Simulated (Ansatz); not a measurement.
**TaSi2: relaxation of cell and atoms with PBEsol**

Crystal: TaSi2.

```xyz
9
Lattice="4.7800 0.0000 0.0000 -2.3900 4.1396 0.0000 0.0000 0.0000 6.5640" Properties=species:S:1:pos:R:3 pbc="T T T"
Ta   -1.1950    2.0698    1.0940
Ta    1.1950    2.0698    5.4700
Ta    2.3900    0.0000    3.2820
Si    1.1949    0.6899    1.0940
Si   -1.1951    3.4497    5.4700
Si    2.3900    2.7599    3.2820
Si    1.1951    3.4497    1.0940
Si    3.5851    0.6899    5.4700
Si    0.0000    1.3797    3.2820
```

- Program: Ansatz 0.2.0
- Task: relaxation of cell and atoms
- Functional: PBEsol
- Potentials or basis: Ansatz PAW
- Cutoff: 420 eV (not typed: the program's choice for these potentials)
- k mesh: 7 × 7 × 4
- Occupations: fermi-dirac, width 0.05 eV
- Spin: no spin polarisation

* Relaxed volume: 14.29 Å³/atom
* Relaxed cell: a = 4.757 Å, b = 4.757 Å, c = 6.565 Å, α = 90.00°, β = 90.00°, γ = 120.00°
* Space group after relaxing (to 0.05 Å): P6_222 (No. 180)
* Energy gained by relaxing: 16.2 meV/atom
* Ionic steps: 6
* Pressure after relaxing: 0.0 GPa
* Band gap on the k mesh: none (metal or under the smearing width)

Step by step:
```tsv
step	energy change (eV)	largest force (eV/Å)	volume (Å³)
1	0.0000	0.7453	129.88
2	-0.1317	0.1768	128.09
3	-0.1446	0.0031	128.97
4	-0.1458	0.0017	128.70
5	-0.1459	0.0000	128.63
6	-0.1455	0.0000	128.63
```

Final structure:
```yaml
crystal:
  lattice:
    - [4.75656, 0.00000, 0.00000]
    - [-2.37828, 4.11930, 0.00000]
    - [0.00000, 0.00000, 6.56505]
  atoms:
    - { symbol: Ta, position: [0.00000, 0.50000, 0.16667] }
    - { symbol: Ta, position: [0.50000, 0.50000, 0.83333] }
    - { symbol: Ta, position: [0.50000, 0.00000, 0.50000] }
    - { symbol: Si, position: [0.31918, 0.15959, 0.16667] }
    - { symbol: Si, position: [0.15959, 0.84041, 0.83333] }
    - { symbol: Si, position: [0.84041, 0.68082, 0.50000] }
    - { symbol: Si, position: [0.68082, 0.84041, 0.16667] }
    - { symbol: Si, position: [0.84041, 0.15959, 0.83333] }
    - { symbol: Si, position: [0.15959, 0.31918, 0.50000] }
```

Levels at points of the mesh, in eV from the Fermi level:
| k point | band 28 | band 29 | band 30 | band 31 | band 32 | band 33 | band 34 | band 35 | band 36 | band 37 |
| --- | --- | --- | --- | --- | --- | --- | --- | --- | --- | --- |
| (0.00, 0.00, 0.00) | -2.51 | -2.38 | -2.22 | -2.22 | -1.48 | 0.70 | 3.03 | 3.03 | 3.50 | 3.62 |
| (0.00, 0.00, -0.50) | -2.29 | -1.95 | -1.76 | -1.76 | 1.10 | 1.10 | 2.69 | 2.69 | 3.44 | 3.51 |

Wall time 7.4 s on 4 threads of AMD EPYC 9R45 96-Core Processor (Zen 5) (shared host), peak memory 0.55 GiB.

Caveat: the plane-wave basis is chosen anew once the cell has moved, so the energies of steps on either side of that aren't comparable; the PAW data sets come from PBE, with cores solved anew for the run's functional, which leaves a small shift of forces and pressure. Spin-orbit coupling is left out, which matters for the levels of Ta.
